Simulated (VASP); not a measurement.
A run of VASP 6.6.1:

Contents of run.py:

```python
from ase.calculators.vasp import Vasp
from ase.dft.bandgap import bandgap
from ase.spacegroup import crystal

atoms = crystal(
    ['Mg', 'B'],
    basis=[[0.0, 0.0, 0.0], [0.6666666667, 0.3333333333, 0.5]],
    spacegroup=191,
    setting=1,
    cellpar=[3.00043653, 3.00043653, 3.42643043, 90.0, 90.0, 120.0],
    primitive_cell=True,
)
calc = Vasp(
    directory='calc',
    xc='revpbe',
    pp='PBE',
    setups='recommended',
    prec='Accurate',
    encut=520,
    ediff=1e-06,
    ismear=-1,
    sigma=0.1,
    lreal=False,
    lasph=True,
    nelm=100,
    algo='Normal',
    isif=2,
    lwave=False,
    lcharg=False,
    ivdw=1,
    kpts=[10, 10, 8],
    gamma=True,
)
atoms.calc = calc

print('energy (eV):', atoms.get_potential_energy())
print('free energy (eV):', atoms.get_potential_energy(force_consistent=True))
print('forces (eV/A):')
print(atoms.get_forces())
print('stress (eV/A^3, Voigt):', atoms.get_stress())
print('Fermi level (eV):', calc.get_fermi_level())
gap, top, bottom = bandgap(calc)
print('band gap (eV):', gap, 'from (spin, k, band)', top, 'to', bottom)
```

Potentials or basis: VASP PAW PBE potentials, release 64 (Mg, B).

Command:

```bash
$ python run.py
```

Hardware: 1 thread of Intel(R) Xeon(R) Platinum 8488C (Sapphire Rapids), on a shared host.

Estimate the wall time of this run.

Run time: 19 s on 1 thread of Intel(R) Xeon(R) Platinum 8488C (Sapphire Rapids) (shared host), peak memory 0.15 GiB. Counts: scf iterations 12, k points 70.
